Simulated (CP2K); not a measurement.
**InAs under changes of volume**

One of the cells (27.489 Å³/atom); the others are scaled copies at fixed shape and fractional positions:

```xyz
2
Lattice="4.2681 0.0000 0.0000 2.1340 3.6963 0.0000 2.1340 1.2321 3.4849" Properties=species:S:1:pos:R:3 pbc="T T T"
In    0.0000    0.0000    0.0000
As    6.4021    3.6963    2.6137
```

| Quantity | Value |
| --- | --- |
| Program | CP2K 2026.2 |
| Functional | r2SCAN |
| Potentials or basis | POTENTIAL_UZH In GTH-SCAN-q13, As GTH-SCAN-q5; TZVP-MOLOPT-SCAN-GTH basis |
| Density cutoff | 9184 eV |
| k mesh | 8 × 8 × 8 |
| Occupations | fermi-dirac, width 0.05 eV |
| Spin | no spin polarisation |

```csv
volume (Å³/atom),energy over the lowest point (meV/atom),pressure (GPa),gap on the mesh (eV)
25.840,?,?,?
26.389,25.87,4.8,0.38
26.939,12.34,3.2,0.27
27.489,3.91,1.8,0.16
28.039,0.00,0.5,none
28.588,0.06,-0.6,none
29.138,3.71,-1.6,none
```

Task: What does the run at 25.840 Å³/atom give?

Result: Energy over the lowest point 45.14 meV/atom; pressure 6.5 GPa; gap on the mesh 0.50 eV.

Worked out: A Birch-Murnaghan fit of order 3 (a polynomial in V^(-2/3)) to the other rows has its minimum at 28.30 Å³/atom with B0 = V·E''(V) = 57 GPa and B' = 5.1. It gives 45.09 meV/atom at 25.840 Å³/atom, against the run's 45.14, and -dE/dV = 6.5 GPa, against 6.5.

Energies are extrapolated to zero smearing.

Caveats: the basis of atomic orbitals isn't converged, which shifts pressures, moduli and gaps; spin-orbit coupling is left out, which moves the levels of the heavy elements (some runs).

A gap of «none» marks a metal or a gap under the smearing width.
